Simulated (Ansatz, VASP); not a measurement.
PbO in VASP and in Ansatz

```
CELL_PARAMETERS angstrom
4.19120 0.00000 0.00000
-2.09560 3.62968 0.00000
0.00000 0.00000 5.55149
ATOMIC_POSITIONS crystal
Pb 0.66667 0.33333 0.02502
Pb 0.33333 0.66667 0.52502
O 0.66667 0.33333 0.60018
O 0.33333 0.66667 0.10018
```

Alike in both runs: functional PBE; k mesh 10 × 10 × 6; occupations gaussian, width 0.05 eV; no spin polarisation.

Ansatz relaxed the structure, and its values are those at the end. VASP's run is a single point on that final structure, the one shown.

|  | VASP | Ansatz |
| --- | --- | --- |
| version | VASP 6.6.1 | Ansatz 0.2.0 |
| potentials or method | VASP PAW PBE potentials, release 64 (Pb_d, O) | scalar-relativistic, plane waves, PAW |
| plane-wave cutoff (eV) | 520 | 420 |
| valence electrons in the cell | 40 | 40 |

|  | VASP | Ansatz | Ansatz less VASP |
| --- | --- | --- | --- |
| gap on the k mesh at the Fermi level (eV) | 1.80 | 1.80 | -0.004 |
| least direct gap on the mesh (eV) | 1.95 | 1.94 | -0.003 |
| pressure (GPa) | 3.0 | 3.0 | +0.02 |
| rms of the force components (eV/Å) | 0.009 | 0.002 | -0.0068 |

With one functional, cell and mesh, what is left measures potentials, basis and numerics.

Caveats: spin-orbit coupling is left out, which as a rule narrows the gap of such compounds by several tenths of an eV. A k mesh can miss the band edges.
